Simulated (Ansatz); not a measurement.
Relaxed GeO$_{2}$ (rutile):

```
CELL_PARAMETERS angstrom
      4.48750     0.00000     0.00000
      0.00000     4.48750     0.00000
      0.00000     0.00000     2.90497
ATOMIC_POSITIONS crystal
  Ge 0.00000 0.00000 0.00000
  Ge 0.50000 0.50000 0.50000
  O  0.30714 0.30714 0.00000
  O  0.80714 0.19286 0.50000
  O  0.19286 0.80714 0.50000
  O  0.69286 0.69286 0.00000
```

Scan: atom 5 (O, nearest neighbour Ge at 1.899 Å; its periodic images, 2.9 Å or more away, move with it) is displaced along Cartesian [111], direction (0.577, 0.577, 0.577) in Cartesian axes, by s. The other atoms stay.

The numbers are results of PBE (plane waves to 420 eV, PAW, scalar-relativistic; Ansatz, a program for electronic structure), not measurements. k mesh 6×6×9 (Γ-centred), Fermi-Dirac smearing 0.05 eV. Energies are smeared free energies. F∥ is the force on the atom along that direction. GeO2 was relaxed with its symmetry unable to fall. ΔE is measured from the undisplaced structure.

Problem. What ΔE (meV/cell) and F∥ (eV/Å) does the calculation give at s (Å) = -0.304, -0.228, -0.076, 0.076, 0.152, 0.228, 0.304, 0.380?

Solution. 
```tsv
s (Å)	ΔE (meV/cell)	F∥ (eV/Å)
-0.304	399	2.581
-0.228	226	1.962
-0.076	25	0.665
0.076	25	-0.665
0.152	101	-1.321
0.228	226	-1.962
0.304	399	-2.581
0.380	617	-3.176
```

(For displaced atoms, the force is minus the slope of the energy, and its curvature is a force constant, which sets phonon frequencies.)
